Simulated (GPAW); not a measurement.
Crystal: Al.

```
Al
1.0
     2.81246    0.00000    0.00000
    -1.40623    2.43566    0.00000
     0.00000    0.00000    4.86685
Al
2
Cartesian
  0.0000 1.6238 1.2167
  1.4062 0.8119 3.6501
```

This isn't the form of Al at room conditions, which is fcc.

```yaml
Program: GPAW 26.7.0
Task: relaxation of cell and atoms
Functional: PBEsol
Dispersion: D3(BJ)
Potentials_or_basis: PAW data sets generated in the run's folder for this functional
Cutoff: 600 eV
Basis: pw
k_mesh: 11 × 11 × 6
Occupations: fermi-dirac, width 0.05 eV
Spin: no spin polarisation
```

At the start: pressure -4.3 GPa; volume 16.67 Å³/atom.

Question: How do energy, volume and symmetry change on relaxing?

Answer: Over 6 steps the energy falls by 23.8 meV/atom and the volume is 15.74 Å³/atom (-5.6 %); space group P6_3/mmc (No. 194, to 0.05 Å).

The path:
```csv
step,energy change (eV),largest force (eV/Å),pressure (GPa),volume (Å³)
1,0.0000,0.0000,-4.26,33.34
2,-0.0099,0.0000,-3.64,33.02
3,-0.0414,0.0000,1.20,31.05
4,-0.0432,0.0000,1.03,31.10
5,-0.0472,0.0000,0.07,31.41
6,-0.0476,0.0000,-0.09,31.47
```

Final structure:
```cif
data_structure
_symmetry_space_group_name_H-M 'P 1'
_symmetry_Int_Tables_number 1
_cell_length_a 2.8012
_cell_length_b 2.8012
_cell_length_c 4.6311
_cell_angle_alpha 90.000
_cell_angle_beta 90.000
_cell_angle_gamma 120.000
_cell_volume 31.47
loop_
_atom_site_label
_atom_site_type_symbol
_atom_site_fract_x
_atom_site_fract_y
_atom_site_fract_z
_atom_site_occupancy
Al1 Al 0.33333 0.66667 0.25000 1
Al2 Al 0.66667 0.33333 0.75000 1
```

Caveat: later steps reuse the first step's grids; pairwise dispersion overbinds metals, which lowers pressure and volume.
